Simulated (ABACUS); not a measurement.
Here is an ABACUS 3.10.1 calculation.

Contents of INPUT:

```
INPUT_PARAMETERS
suffix              GaSb
calculation         scf
basis_type          pw
pseudo_dir          ./
symmetry            1
dft_functional      GGA_X_B88+GGA_C_P86
ecutwfc             114
pseudo_rcut         10
nspin               1
nbands              33
ks_solver           dav
smearing_method     fd
smearing_sigma      0.00367493
scf_thr             1e-08
scf_nmax            100
mixing_type         broyden
mixing_beta         0.7
cal_force           1
cal_stress          1
out_chg             1
out_pot             2
out_elf             1
```

The input STRU:

```
ATOMIC_SPECIES
Sb 121.7600 Sb.upf
Ga 69.7230 Ga.upf

LATTICE_CONSTANT
8.1751050464

LATTICE_VECTORS
0.0000000000 0.7071067812 0.7071067812
0.7071067812 0.0000000000 0.7071067812
0.7071067812 0.7071067812 0.0000000000

ATOMIC_POSITIONS
Cartesian

Sb
0.0
1
1.0606601718 1.0606601718 1.0606601718 1 1 1

Ga
0.0
1
0.0000000000 0.0000000000 0.0000000000 1 1 1
```

File KPT:

```
K_POINTS
0
Gamma
6 6 6 0 0 0
```

Potentials or basis: PseudoDojo NC SR 0.5 PBE stringent, plane waves.

Launch:

```sh
$ OMP_NUM_THREADS=1 mpirun -np 4 abacus > log
```

(1) Predict the pressure.

(2) What does it give for the band gap on the k mesh?

Answers

(1) 2.7 GPa.

(2) none (metal or under the smearing width).

Caveat: the potentials were made for another functional, which shifts forces and pressure; this crystal is a semiconductor, whose small gap the functional closes, so the metal is an error of the method.

**Experimental background.**

From a printed reference work, data compilation, for a bulk crystal of GaSb at 4.2 K: band gap 0.811 eV (direct).

Measured gap of GaSb: 0.811 eV (direct; 4.2 K; a printed reference work, data compilation). This calculation gives 0.00 eV (-0.81 eV). Spin-orbit coupling on Ga, Sb is left out. The value is that of BP86 on a finite k mesh, which can miss the band edges, without temperature or zero-point motion.
